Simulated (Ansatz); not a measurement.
HfO2:

```xyz
6
Lattice="4.8135 0.0000 0.0000 0.0000 4.8135 0.0000 0.0000 0.0000 3.2054" Properties=species:S:1:pos:R:3 pbc="T T T"
Hf    2.4068    2.4068    1.6027
Hf    0.0000    0.0000    0.0000
O     3.8751    0.9384    1.6027
O     3.3452    3.3452    0.0000
O     1.4683    1.4683    0.0000
O     0.9384    3.8751    1.6027
```

Measurements of this composition are mostly on another form, of space group No. 14.

```yaml
Program: Ansatz 0.2.0
Task: relaxation of cell and atoms
Functional: PBE
Potentials_or_basis: Ansatz PAW
Cutoff: "420 eV (not typed: the program's choice for these potentials)"
k_mesh: 6 × 6 × 8
Occupations: fermi-dirac, width 0.05 eV
Spin: no spin polarisation
```

At the start: volume 12.38 Å³/atom.

**Question.** How do energy, volume and symmetry change on relaxing?

**Answer.** It ends after 8 steps and the volume is 12.85 Å³/atom (+3.8 %); space group P4_2/mnm (No. 136, to 0.05 Å).

Step by step:
| step | energy change (eV) | largest force (eV/Å) | volume (Å³) |
| --- | --- | --- | --- |
| 1 | 0.0000 | 0.0800 | 74.27 |
| 2 | -0.0529 | 0.0520 | 77.52 |
| 3 | -0.0578 | 0.0089 | 77.01 |
| 4 | -0.0579 | 0.0030 | 76.99 |
| 5 | -0.0579 | 0.0025 | 76.99 |
| 6 | -0.0727 | 0.0021 | 76.99 |
| 7 | -0.0723 | 0.0006 | 77.11 |
| 8 | -0.0728 | 0.0005 | 77.11 |

Final structure:
```
Hf O
1.0
     4.88039    0.00000    0.00000
     0.00000    4.88039    0.00000
     0.00000    0.00000    3.23762
Hf O
2 4
Direct
  0.50000 0.50000 0.50000
  0.00000 0.00000 0.00000
  0.80519 0.19481 0.50000
  0.69481 0.69481 0.00000
  0.30519 0.30519 0.00000
  0.19481 0.80519 0.50000
```

Caveat: the plane-wave basis is chosen anew once the cell has moved, so the energies of steps on either side of that aren't comparable; the pressure holds a Pulay correction of +0.7 GPa for the finite cutoff.
